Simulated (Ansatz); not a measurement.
# Structures of Al₂Cu: which is lowest?

Plane-wave DFT in Ansatz with scalar-relativistic PAW potentials, cutoff 500 eV, Γ-centred meshes chosen by cell and gap, Gaussian smearing with energies taken to zero width. Every cell was relaxed (cell and atoms) in a run of its own, within the symmetry of its start. Functional: r2SCAN.

Relaxed structures (starts from databases or built by putting these elements on another compound's sites):
A. P4/mmm, 3 atoms in the computed cell, a = 4.088 Å, c = 2.851 Å; sites (symmetry × multiplicity) Al mmm. × 2, Cu 4/mmm × 1; start: database
B. I4/mcm, 6 atoms in the computed cell, a = 5.991 Å, c = 4.812 Å; sites (symmetry × multiplicity) Al m.2m × 8, Cu 422 × 4; start: database
C. Fm-3m, 3 atoms in the computed cell, a = 5.734 Å; sites (symmetry × multiplicity) Al -43m × 8, Cu m-3m × 4; start: database
D. P6/mmm, 3 atoms in the computed cell, a = 4.449 Å, c = 2.648 Å; sites (symmetry × multiplicity) Al -6m2 × 2, Cu 6/mmm × 1; start: built

Question: Rank them by energy. Could pressure change the order?

Answer:
```csv
structure,group,E − E(lowest) (meV/atom),V (Å³/atom),gap on mesh (eV)
C,Fm-3m,0.0,15.71,0.00
B,I4/mcm,50,14.39,0.00
A,P4/mmm,170,15.88,0.00
D,P6/mmm,451,15.13,0.00
```

C is lowest, 50 meV/atom under B. B is denser by 1.32 Å³/atom, so pressure favours it: ΔE/ΔV, with ΔE in eV and 1 eV/Å³ = 160.2 GPa, gives about 6 GPa for equal enthalpy if both cells were rigid, a rough figure since the two compress differently. Other structures may lie lower than all of these, and vibrations aren't counted.